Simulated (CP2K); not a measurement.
Runs of CP2K 2026.2 on PtS2. Symmetry: P-3m1, No. 164, trigonal system. Conventional cell: a = 3.543 Å, b = 3.543 Å, c = 5.039 Å, α = 90.00°, β = 90.00°, γ = 120.00°. Pt (site symmetry -3m) has 6 S at 2.34 Å as nearest neighbours. S (site symmetry 3m) is surrounded by 3 Pt at 2.34 Å. 

| level | potentials or basis | smearing | EPS_DEFAULT | NGRIDS | points a segment of the path (NPOINTS) | bands added on the path | CUTOFF of the grids | gap on the mesh (eV) | pressure (GPa) | largest force (eV/Å) |
| --- | --- | --- | --- | --- | --- | --- | --- | --- | --- | --- |
| TB-mBJ | POTENTIAL_UZH Pt GTH-PBE-q18, S GTH-PBE-q6; TZVP-MOLOPT-PBE-GTH basis | fermi-dirac 0.0259 eV | 1.0E-9 | 4 | 6 | 6 | 675 Ry | (b) | - | - |
| r2SCAN | POTENTIAL_UZH Pt GTH-SCAN-q18, S GTH-SCAN-q6; TZVP-MOLOPT-SCAN-GTH basis | fermi-dirac 0.01 eV | 1.0E-9 | 4 | 10 | 4 | 675 Ry | 1.20 | 11.1 | 1.49 |
| PBEsol | POTENTIAL_UZH Pt GTH-PBE-q18, S GTH-PBE-q6; TZVP-MOLOPT-PBE-GTH basis | fermi-dirac 0.05 eV | 1.0E-9 | 4 | 6 | 6 | 450 Ry | (c) | 7.9 | 1.19 |
| PBE | POTENTIAL_UZH Pt GTH-PBE-q18, S GTH-PBE-q6; TZVP-MOLOPT-PBE-GTH basis | fermi-dirac 0.05 eV | 1.0E-10 | 4 | 8 | 2 | 450 Ry | 1.03 | (a) | 1.42 |
| LDA | GTH_POTENTIALS Pt GTH-PADE-q18, S GTH-PADE-q6; TZVP-MOLOPT-PBE-GTH basis | fermi-dirac 0.1 eV | 1.0E-9 | 5 | 8 | 4 | 450 Ry | 0.97 | -0.5 | 1.16 |

Alike in all rows: task band structure; no spin polarisation; cell as given; k mesh 9 × 9 × 5.

Task: Fill in the values left out.

Result: (a) 12.4; (b) 1.19; (c) 0.96.

Caveats: spin-orbit coupling is left out, which moves the levels of the heavy elements; the basis of atomic orbitals isn't converged, which shifts pressures, moduli and gaps; forces of over 1 eV/Å show positions far from the minimum, so gaps and moduli don't describe the material at rest (some runs); the potentials were made for another functional, which shifts forces and pressure (some runs); this is a model potential without an energy functional, so only levels have meaning (some runs).

A k mesh can miss the band edges, and the runs leave out spin-orbit coupling on Pt.

Not every run made on this cell is shown here.
